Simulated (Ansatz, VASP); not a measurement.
# Co3Sn2S2: VASP beside Ansatz, part 2 of 2

Wanted: the spread between two codes on one cell, functional and k mesh.

VASP 6.6.1 and Ansatz 0.2.0.

So far: Starting point; VASP: relaxation of cell and atoms, r2SCAN with rVV10.

In doubt: on Fe and Co compounds r2SCAN can change the orbital order between nearby geometries, unless the shell is half filled, which bears on forces and vibrations.

## Step 3: Ansatz: relaxation of cell and atoms, r2SCAN with rVV10

Level of this step: Ansatz beside VASP: Kohn-Sham DFT, plane waves, r2SCAN with rVV10 (Ansatz).

Ansatz runs on its default PAW (the set named soft_2) files.

The same cell, functional, mesh and smearing now go to Ansatz, which takes its cutoff from its data sets.

Contents of input.yaml:

```yaml
crystal:
  lattice:
    - [2.678695, 1.5465452793, 4.3758]
    - [-2.678695, 1.5465452793, 4.3758]
    - [0.0, -3.0930905587, 4.3758]
  atoms:
    - { symbol: Co, position: [0.0, 0.0, 0.5], spin: 2.0 }
    - { symbol: Co, position: [0.5, 0.0, 0.0], spin: 2.0 }
    - { symbol: Co, position: [0.0, 0.5, 0.0], spin: 2.0 }
    - { symbol: Sn, position: [0.5, 0.5, 0.5] }
    - { symbol: Sn, position: [0.0, 0.0, 0.0] }
    - { symbol: S, position: [0.283, 0.283, 0.283] }
    - { symbol: S, position: [0.717, 0.717, 0.717] }
hamiltonian:
  xc: r2scan
  pseudopotentials: { kind: paw }
  dispersion: rvv10
magnetization:
  spin_polarized: true
kpoints:
  mp_grid: { grid: [5, 5, 5] }
scf:
  occupations: { method: fermi_dirac, width: 0.05 }
relax:
  f_tol: 0.01
  max_steps: 60
  cell: { stress_tol: 0.05 }
output:
  forces: true
  stress: true
```

The run is started by

```console
$ ansatz run input.yaml --threads 4 --pin off --max-ram 9216MiB --backend cpu --events-out ev --progress --plain --runs-dir out
```

Numbers of over 12 decimals in the logs are rounded to 6 here.

Log:

```text
Engine: ansatz 0.2.0, aarch64-unknown-linux-gnu
Pseudopotentials: kind: paw
Pseudopotential: Co, paw, valence charge 17, recommended cutoff 500 eV (meta_gga), Co.paw.azcp
Pseudopotential: Sn, paw, valence charge 14, recommended cutoff 500 eV (meta_gga), Sn.paw.azcp
Pseudopotential: S, paw, valence charge 6, recommended cutoff 500 eV (meta_gga), S.paw.azcp
Functional definition: r2SCAN+rVV10
  parameter k0 = 0.174
  parameter k1 = 0.065
  parameter a1 = 4.9479
  exchange = r2scan_x(k0 = k0, k1 = k1, a1 = a1)
  correlation = r2scan_c + rvv10(11.95, 0.0093)
Crystal: 7 atoms, lattice volume = 108.766 Å³
Basis set: ecut = 500 eV, 2733 PW (Γ), exchange–correlation on 180×180×180 points (64 copies of the dense FFT grid, shifted against one another)
Bands: 59, of which v1, the nominal top of the filled ones, is band 46 counted from 1 (45 counted from 0)
Symmetry: 12 space group operations
Space group: R-3m (ITA 166), of the structure as read, at distance tolerance 4.8e-5 Å
Magnetic group: BNS 166.97 (UNI 1327), of the structure as read, at distance tolerance 4.8e-5 Å
k-points: 19 of 125
Non-local potential: Co, projectors of the file, l = 0: 3, l = 1: 2, l = 2: 3, l = 3: 1
Non-local potential: Sn, projectors of the file, l = 0: 2, l = 1: 2, l = 2: 2, l = 3: 2
Non-local potential: S, projectors of the file, l = 0: 2, l = 1: 2, l = 2: 2
PAW form: soft (Blöchl's): semilocal exchange-correlation on the pseudo side does not see the compensation charge
rVV10 density: all electrons in the spheres
PAW frozen core: Co, regenerated for the run's functional (the file was generated under x = pbe(κ = 0.804, μ = 0.219515), c = pbe(β = 0.066725))
PAW frozen core: Sn, regenerated for the run's functional (the file was generated under x = pbe(κ = 0.804, μ = 0.219515), c = pbe(β = 0.066725))
PAW frozen core: S, regenerated for the run's functional (the file was generated under x = pbe(κ = 0.804, μ = 0.219515), c = pbe(β = 0.066725))
PAW one-centre angular grid: Co, 590 points (default); XC on 160 Gauss nodes
PAW one-centre angular grid: Sn, 590 points (default); XC on 249 of its mesh's 2787 points in the sphere
PAW one-centre angular grid: S, 302 points (default); XC on 160 Gauss nodes
Initial density: superposition of atomic densities (chi_scale 0.1, normalization cell, long waves kept (reshape's long-wave potential 0.01 eV rms))
Starting moments: Σ|m| = 6 μB on 3 of 7 sites
Initial wavefunctions: pseudopotential atomic-orbital guess
Functional: x = r2scan, c = r2scan + rvv10(b = 11.95, C = 0.0093); τ floored in thin density (d = 2e-4 eV/Å³)
SCF iter   1: F=—  HF=-29270.831918 eV  |F-HF|=—  |Δ(HF+E_count)|=         —  Δρ=5.10e-2 (↑2.72e-2 ↓5.10e-2)  dr2=8.85e0  dr2_τ=4.05e-2  dr2_m=2.83e-1  M=4.162 μB ∫|m|=5.240 μB  β_m=0.98  ethr=3.10e-3  ⟨swp⟩=6.9  Hψ=8932  notcnv=0  defer=15
Mixer restart at iter 1: flushing history
preconditioner: auto → Kerker (q_TF=auto, 2.648 Å⁻¹)  [metal: Δε(μ)=0.007 eV  Ē_g=14.203 eV  σ=0.050 eV  W_gap=0.04  n_scr=26 (ndim 8)  ℏωp=29.1 eV  f_vac=0.000  D(μ)=10.62/eV (n_scr^D=136)]
spin=Collinear: Kerker preconditioning applied to the charge; magnetization (m = ρ↑ − ρ↓) channel mixes plain (no charge-response kernel on spin).
SCF iter   2: F=—  HF=-29274.560414 eV  |F-HF|=—  |Δ(HF+E_count)|=    3.73e0  Δρ=3.17e-2 (↑1.98e-2 ↓3.17e-2)  dr2=5.50e0  dr2_τ=1.68e-2  dr2_m=6.56e-2  M=3.748 μB ∫|m|=5.117 μB  β_m=0.30  ethr=3.10e-3  ⟨swp⟩=2.5  Hψ=3370  notcnv=0  defer=178  κ⁻¹=1.0e0(r=1)
SCF iter   3: F=—  HF=-29277.458848 eV  |F-HF|=—  |Δ(HF+E_count)|=    2.90e0  Δρ=2.12e-2 (↑2.12e-2 ↓1.27e-2)  dr2=2.01e0  dr2_τ=1.07e-2  dr2_m=1.35e-1  M=2.897 μB ∫|m|=4.817 μB  β_m=0.30  ethr=3.10e-3  ⟨swp⟩=3.1  Hψ=3757  notcnv=0  defer=178  κ⁻¹=4.3e-2(r=2)
SCF iter   4: F=—  HF=-29276.571123 eV  |F-HF|=—  |Δ(HF+E_count)|=   8.88e-1  Δρ=2.11e-2 (↑2.11e-2 ↓1.70e-2)  dr2=6.70e-1  dr2_τ=1.33e-2  dr2_m=2.37e-1  M=2.391 μB ∫|m|=4.449 μB  β_m=0.77  ethr=2.20e-3  ⟨swp⟩=2.8  Hψ=3239  notcnv=0  defer=183  κ⁻¹=2.4e-2(r=3)
SCF iter   5: F=—  HF=-29277.357563 eV  |F-HF|=—  |Δ(HF+E_count)|=   7.86e-1  Δρ=1.62e-2 (↑1.62e-2 ↓4.99e-3)  dr2=1.88e-1  dr2_τ=2.85e-3  dr2_m=6.37e-2  M=2.223 μB ∫|m|=3.631 μB  β_m=1.00  ethr=7.36e-4  ⟨swp⟩=3.0  Hψ=4714  notcnv=0  defer=183  κ⁻¹=8.5e-3(r=4)
SCF iter   6: F=—  HF=-29278.407480 eV  |F-HF|=—  |Δ(HF+E_count)|=         —  Δρ=4.35e-2 (↑4.35e-2 ↓4.21e-2)  dr2=1.66e-1  dr2_τ=1.78e-2  dr2_m=1.77e0  M=1.002 μB ∫|m|=2.119 μB  β_m=1.00  ethr=2.07e-4  ⟨swp⟩=2.3  Hψ=3333  notcnv=0  defer=183
Mixer restart at iter 6: flushing history
SCF iter   7: F=—  HF=-29277.985755 eV  |F-HF|=—  |Δ(HF+E_count)|=   4.22e-1  Δρ=1.82e-2 (↑1.82e-2 ↓8.18e-3)  dr2=4.87e-1  dr2_τ=1.90e-3  dr2_m=2.68e-2  M=1.001 μB ∫|m|=1.872 μB  β_m=1.00  ethr=5.49e-5  ⟨swp⟩=2.8  Hψ=4656  notcnv=0  defer=189
SCF iter   8: F=—  HF=-29277.987741 eV  |F-HF|=—  |Δ(HF+E_count)|=   1.99e-3  Δρ=3.84e-3 (↑3.84e-3 ↓2.58e-3)  dr2=4.23e-2  dr2_τ=2.42e-3  dr2_m=6.85e-4  M=1.002 μB ∫|m|=1.819 μB  β_m=1.00  ethr=5.49e-5  ⟨swp⟩=2.6  Hψ=4669  notcnv=0  defer=189  κ⁻¹=1.0e0(r=1)
[...]
SCF iter  18: F=—  HF=-29277.998999 eV  |F-HF|=—  |Δ(HF+E_count)|=   3.31e-7  Δρ=7.05e-6 (↑7.05e-6 ↓6.30e-6)  dr2=9.40e-8  dr2_τ=1.50e-9  dr2_m=1.42e-9  M=1.001 μB ∫|m|=1.741 μB  β_m=1.00  ethr=2.10e-10  ⟨swp⟩=2.0  Hψ=3978  notcnv=0  defer=189  κ⁻¹=8.9e-7(r=8)
SCF iter  19: F=-29277.998999 eV  HF=-29277.998999 eV  |F-HF|=2.29e-8  |Δ(HF+E_count)|=   1.19e-8  Δρ=4.76e-6 (↑4.76e-6 ↓4.66e-6)  dr2=4.31e-8  dr2_τ=8.91e-10  dr2_m=1.57e-10  M=1.001 μB ∫|m|=1.741 μB  ethr=1.03e-10  ⟨swp⟩=1.8  Hψ=6957  notcnv=0
SCF 1 converged in 19 iterations: F = -29277.998999 eV  dr2 = 4.31e-8
  greatest PAW one-centre occupation: 1.003 electrons in one spin orbital (limit 2), on the Co atom at site 0 (counted from 0), in its partial waves of l = 1
relax step   1: F+E_penalty+E_count = -29277.99899927 eV  Δ(F+E_penalty+E_count) = +0.000e0 eV  max|allowed force component| = 7.002e-1 eV/Å  Δτ_max = 0.0000 Å  P = -3.684 GPa  Ω = 108.766 Å³  (19 SCF iters, dr2 threshold 1.00e-7 eV, accepted)
[...]
relax step   2: F+E_penalty+E_count = -29278.03621618 eV  Δ(F+E_penalty+E_count) = -3.722e-2 eV  max|allowed force component| = 4.432e-1 eV/Å  Δτ_max = 0.0012 Å  P = -0.478 GPa  Ω = 106.209 Å³  energy of the carried Pulay correction = +1.039e-3 eV  (12 SCF iters, dr2 threshold 7.00e-7 eV, accepted)
[...]
relax step   3: F+E_penalty+E_count = -29278.04549022 eV  Δ(F+E_penalty+E_count) = -9.274e-3 eV  max|allowed force component| = 1.090e-1 eV/Å  Δτ_max = 0.0299 Å  P = +0.154 GPa  Ω = 106.539 Å³  energy of the carried Pulay correction = +9.041e-4 eV  (11 SCF iters, dr2 threshold 7.00e-7 eV, accepted)
[...]
relax step   4: F+E_penalty+E_count = -29278.04640929 eV  Δ(F+E_penalty+E_count) = -9.191e-4 eV  max|allowed force component| = 2.415e-3 eV/Å  Δτ_max = 0.0062 Å  P = +0.021 GPa  Ω = 106.486 Å³  energy of the carried Pulay correction = +9.259e-4 eV  (9 SCF iters, dr2 threshold 7.00e-7 eV, accepted)
[...]
relax step   5: F+E_penalty+E_count = -29278.04642752 eV  Δ(F+E_penalty+E_count) = -1.823e-5 eV  max|allowed force component| = 5.052e-4 eV/Å  Δτ_max = 0.0001 Å  P = +0.004 GPa  Ω = 106.510 Å³  energy of the carried Pulay correction = +9.158e-4 eV  (9 SCF iters, dr2 threshold 1.23e-8 eV, accepted)
[...]
relax step   6: F+E_penalty+E_count = -29278.04560210 eV  Δ(F+E_penalty+E_count) = +8.254e-4 eV  max|allowed force component| = 4.358e-4 eV/Å  Δτ_max = 0.0000 Å  P = -0.005 GPa  Ω = 106.510 Å³  stress off target by 1.53e-2 GPa  SCF on the basis re-selected at this cell (its energy is not comparable with the rows above)  (15 SCF iters)
basis re-selected at this cell: Δ(F+E_penalty+E_count) = +8.254e-4 eV, ΔP = -0.009 GPa vs the last step (what re-selecting the basis moved, of the pressure what is left beyond the Pulay correction that the steps carried, after the strain that the cell walked since its last selection, with what the two solves' SCF thresholds leave and, on support functions, any second-order correction that the steps lacked; it is no m [...]
SCF converged after 15 iterations
Stability not checked: this state was not tested for a lower state beside it, because the mixer in use, unlike msr1, does not test its closes by its own steps (another_mixer; see scf.mixing.algorithm and scf.lower_state_search)
Magnetization: 1.0003 μB (46.0002 up, 44.9998 down)
Absolute magnetization: 1.6898 μB (∫|ρ↑−ρ↓|, with the PAW one-centre terms)
Spin contamination: 0.1085 ħ² per cell (⟨S²⟩ above its minimum at these occupations)
Per-site moments (μB) at R_I (Å): [(0.433665, 0.882767), (0.433665, 0.882767), (0.433665, 0.882767), (-0.022580, 1.100179), (-0.029322, 1.094632), (-0.011141, 0.882767), (-0.011141, 0.882767)]
Free energy (F): -29278.045602 eV
Harris-Foulkes:  -29278.045602 eV  (|F-HF|=2.91e-11)
Internal energy: -29278.028044 eV  (E = F + TS)
E sigma→0 (E₀):  -29278.036823 eV
Entropy (-TS):   -0.017558 eV (-2.508 meV/atom)
Fermi energy:    14.326465 eV
--- Per-component energies (eV) ---
  E_band       = -1025.595600
  E_kinetic    = 1964.863968
  E_local      = -13317.357283  (includes V_loc(G=0)·N_el)
  E_nonlocal   = 1373.749041
  E_hartree    = 6130.439981
  E_xc         = -1400.749116
  E_vxc        = -1090.131077  (∫ρ·V_xc dr)
  E_paw        = -14122.583600  (= ΣΔE_a)
  E_vpaw       = -2283.752715  (= ΣTr[D̂ρ^β])
  E_aug_tail   = 0.000106  (compensation charges beyond the density's cutoff)
  E_vtau       = 66.153194  (kinetic-family band-sum trace: ∫τ·v_τ [+ j·A + Jᵃ·Aᵃ] dr)
  E_ewald      = -9906.756630
  E_core_change = 0.365488  (= ΣΔE_core)
  E_smearing   = -0.017558  (= −TS)
  E_closure    = 0.000000  (closes the sum)
  Σ components = -29278.045602   (vs F -29278.045602, Δ=0.00e0)
--- Forces (eV/Å), atoms counted from 1 ---
  atom   1  Co     0.00000000    -0.00000000    -0.00000000
  atom   2  Co    -0.00000000     0.00000000    -0.00000000
  atom   3  Co    -0.00000000     0.00000000    -0.00000000
  atom   4  Sn     0.00000000     0.00000000     0.00000000
  atom   5  Sn     0.00000000     0.00000000     0.00000000
  atom   6  S      0.00000000    -0.00000000     0.00043583
  atom   7  S      0.00000000     0.00000000    -0.00043583
  max |Σ_I F_I| component: 5.78e-19 eV/Å
--- Stress (GPa, compression-positive) ---
        0.000748      -0.000000       0.000000
       -0.000000       0.000748       0.000000
        0.000000       0.000000      -0.015328
  P = ⅓ Tr σ = -0.0046 GPa (-0.046 kbar)
--- Relaxed structure (5 steps of the walk, 5 accepted, 1 SCFs on fresh bases) ---
  F+E_penalty+E_count = -29278.04560210 eV   max|allowed force component| = 4.358e-4 eV/Å   (the final SCF, on the basis selected at the relaxed cell)
  cell:  # Å, volume = 106.5104 Å³
    - [2.667101, 1.539851, 4.322377]
    - [-2.667101, 1.539851, 4.322377]
    - [0, -3.079703, 4.322377]
  atoms:
    - { symbol: Co, position: [0.0, 0.0, 0.500000] }
    - { symbol: Co, position: [0.500000, 0.0, 0.0] }
    - { symbol: Co, position: [0.0, 0.500000, 0.0] }
    - { symbol: Sn, position: [0.500000, 0.500000, 0.5] }
    - { symbol: Sn, position: [0, 0, 0] }
    - { symbol: S, position: [0.281275, 0.281275, 0.281275] }
    - { symbol: S, position: [0.718725, 0.718725, 0.718725] }
```

The job ended after 89 s (4 threads of Arm Neoverse V1, shared host; peak memory 1.1 GiB).

## Step 4: Comparison

Known differences besides the potentials themselves: VASP keeps PBE cores, Ansatz makes them for the functional; both relaxations stop at a tolerance, which leaves soft axes loose, and VASP keeps its plane-wave basis; the data sets hold 91 valence electrons in Ansatz (default PAW (the set named soft_2) files) and 67 in VASP; the cutoff is 500 eV in Ansatz and 520 eV in VASP; Ansatz adds a Pulay correction to the stress that steers its cell, VASP none; site moments are counted in spheres of each program's own size. Total energies have different zeros and are not compared.

The two programs side by side:

```csv
quantity,Ansatz,VASP,difference
volume (Å³),106.51,106.80,-0.27 %
"edge a after relaxation, in the typed setting (Å)",5.307,5.312,-0.09 %
total moment (μB),1.00,1.00,0.00
moment on Co1 (μB),0.43,0.42,+0.01
moment on Co2 (μB),0.43,0.42,+0.01
moment on Co3 (μB),0.43,0.42,+0.01
moment on Sn5 (μB),-0.03,-0.05,+0.02
```

The walks stopped with 0.00 GPa left in Ansatz and -0.01 GPa in VASP; each walk ends within a tolerance, so the volume difference is uncertain by about these residues over the bulk modulus, most in soft cells.

## Step 5: What came out

```json
{
 "difference in volume (relaxation of cell and atoms, r2SCAN with rVV10)": "-0.27 %"
}
```

In words: The difference in volume is -0.27 % (relaxation of cell and atoms, r2SCAN with rVV10), within the 1.2 % picked in this series as the mark of a large difference, as far as the stopping tolerances let one tell. How closely two codes agree says nothing of how well the functional describes the real material.

[Lines on the potential files, build, host, timing and source positions are cut from VASP's logs without a mark.]

[Logs are printed without paths, hosts, clocks, repeated set-up lines and the standing remarks that a program may print on its own settings, such as how far it seeks lower states.]

[Hosts, paths, dates, database ids (printed as entryN), source tags and the programs' standing remarks are cut or masked in the printed files.]
